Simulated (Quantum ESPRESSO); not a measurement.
A run of Quantum ESPRESSO 7.5 is set up as follows.

The input pw.in:

```
&CONTROL
  calculation = 'scf'
  prefix = 'pwscf'
  outdir = './tmp'
  pseudo_dir = './pseudo'
  tprnfor = .true.
  tstress = .true.
  disk_io = 'low'
/
&SYSTEM
  ibrav = 0
  nat = 3
  ntyp = 2
  ecutwfc = 90
  nbnd = 38
  input_dft = 'revpbe'
  occupations = 'smearing'
  smearing = 'fd'
  degauss = 0.00367493
  noncolin = .true.
  lspinorb = .true.
  vdw_corr = 'grimme-d3'
  dftd3_version = 3
/
&ELECTRONS
  conv_thr = 6d-10
  electron_maxstep = 120
  mixing_beta = 0.5
/
ATOMIC_SPECIES
Ba   137.3270 Ba.upf
F     18.9984 F.upf
CELL_PARAMETERS angstrom
   0.0000000000    3.1000500000    3.1000500000
   3.1000500000    0.0000000000    3.1000500000
   3.1000500000    3.1000500000    0.0000000000
ATOMIC_POSITIONS crystal
Ba     0.0000000000    0.0000000000    0.0000000000
F      0.7500000000    0.7500000000    0.7500000000
F      0.2500000000    0.2500000000    0.2500000000
K_POINTS automatic
8 8 8 0 0 0
```

Contents of bands.in:

```
&CONTROL
  calculation = 'bands'
  prefix = 'pwscf'
  outdir = './tmp'
  pseudo_dir = './pseudo'
  disk_io = 'low'
  verbosity = 'high'
/
&SYSTEM
  ibrav = 0
  nat = 3
  ntyp = 2
  ecutwfc = 90
  nbnd = 38
  input_dft = 'revpbe'
  occupations = 'smearing'
  smearing = 'fd'
  degauss = 0.00367493
  noncolin = .true.
  lspinorb = .true.
  vdw_corr = 'grimme-d3'
  dftd3_version = 3
/
&ELECTRONS
  conv_thr = 1d-08
  electron_maxstep = 120
  mixing_beta = 0.5
  diago_full_acc = .true.
/
ATOMIC_SPECIES
Ba   137.3270 Ba.upf
F     18.9984 F.upf
CELL_PARAMETERS angstrom
   0.0000000000    3.1000500000    3.1000500000
   3.1000500000    0.0000000000    3.1000500000
   3.1000500000    3.1000500000    0.0000000000
ATOMIC_POSITIONS crystal
Ba     0.0000000000    0.0000000000    0.0000000000
F      0.7500000000    0.7500000000    0.7500000000
F      0.2500000000    0.2500000000    0.2500000000
K_POINTS crystal
60
 0.0000000000  0.0000000000  0.0000000000 1
 0.0625000000  0.0000000000  0.0625000000 1
 0.1250000000  0.0000000000  0.1250000000 1
 0.1875000000  0.0000000000  0.1875000000 1
 0.2500000000  0.0000000000  0.2500000000 1
 0.3125000000  0.0000000000  0.3125000000 1
 0.3750000000  0.0000000000  0.3750000000 1
 0.4375000000  0.0000000000  0.4375000000 1
 0.5000000000  0.0000000000  0.5000000000 1
 0.5000000000  0.0625000000  0.5625000000 1
 0.5000000000  0.1250000000  0.6250000000 1
 0.5000000000  0.1875000000  0.6875000000 1
 0.5000000000  0.2500000000  0.7500000000 1
 0.4375000000  0.3125000000  0.7500000000 1
 0.3750000000  0.3750000000  0.7500000000 1
 0.3375000000  0.3375000000  0.6750000000 1
 0.3000000000  0.3000000000  0.6000000000 1
 0.2625000000  0.2625000000  0.5250000000 1
 0.2250000000  0.2250000000  0.4500000000 1
 0.1875000000  0.1875000000  0.3750000000 1
 0.1500000000  0.1500000000  0.3000000000 1
 0.1125000000  0.1125000000  0.2250000000 1
 0.0750000000  0.0750000000  0.1500000000 1
 0.0375000000  0.0375000000  0.0750000000 1
 0.0000000000  0.0000000000  0.0000000000 1
 0.0625000000  0.0625000000  0.0625000000 1
 0.1250000000  0.1250000000  0.1250000000 1
 0.1875000000  0.1875000000  0.1875000000 1
 0.2500000000  0.2500000000  0.2500000000 1
 0.3125000000  0.3125000000  0.3125000000 1
 0.3750000000  0.3750000000  0.3750000000 1
 0.4375000000  0.4375000000  0.4375000000 1
 0.5000000000  0.5000000000  0.5000000000 1
 0.5250000000  0.4500000000  0.5250000000 1
 0.5500000000  0.4000000000  0.5500000000 1
 0.5750000000  0.3500000000  0.5750000000 1
 0.6000000000  0.3000000000  0.6000000000 1
 0.6250000000  0.2500000000  0.6250000000 1
 0.5833333333  0.2500000000  0.6666666667 1
 0.5416666667  0.2500000000  0.7083333333 1
 0.5000000000  0.2500000000  0.7500000000 1
 0.5000000000  0.2857142857  0.7142857143 1
 0.5000000000  0.3214285714  0.6785714286 1
 0.5000000000  0.3571428571  0.6428571429 1
 0.5000000000  0.3928571429  0.6071428571 1
 0.5000000000  0.4285714286  0.5714285714 1
 0.5000000000  0.4642857143  0.5357142857 1
 0.5000000000  0.5000000000  0.5000000000 1
 0.4821428571  0.4821428571  0.5357142857 1
 0.4642857143  0.4642857143  0.5714285714 1
 0.4464285714  0.4464285714  0.6071428571 1
 0.4285714286  0.4285714286  0.6428571429 1
 0.4107142857  0.4107142857  0.6785714286 1
 0.3928571429  0.3928571429  0.7142857143 1
 0.3750000000  0.3750000000  0.7500000000 1
 0.6250000000  0.2500000000  0.6250000000 1
 0.5937500000  0.1875000000  0.5937500000 1
 0.5625000000  0.1250000000  0.5625000000 1
 0.5312500000  0.0625000000  0.5312500000 1
 0.5000000000  0.0000000000  0.5000000000 1
```

Potentials or basis: PseudoDojo 0.4 FR PBEsol stringent.

Run with:

```console
$ OMP_NUM_THREADS=1 pw.x -in pw.in > pw.out
$ OMP_NUM_THREADS=1 pw.x -in bands.in > bands.out
```

(1) Predict the band gap along the path.

(2) What does it give for the pressure?

(3) Estimate the band gap on the k mesh.

## Answers

(1) 7.13 eV, indirect (least direct gap 7.18 eV).

(2) 2.3 GPa.

(3) 7.13 eV, indirect (least direct gap 7.18 eV).

Caveat: the potentials were made for another functional, which shifts forces and pressure.
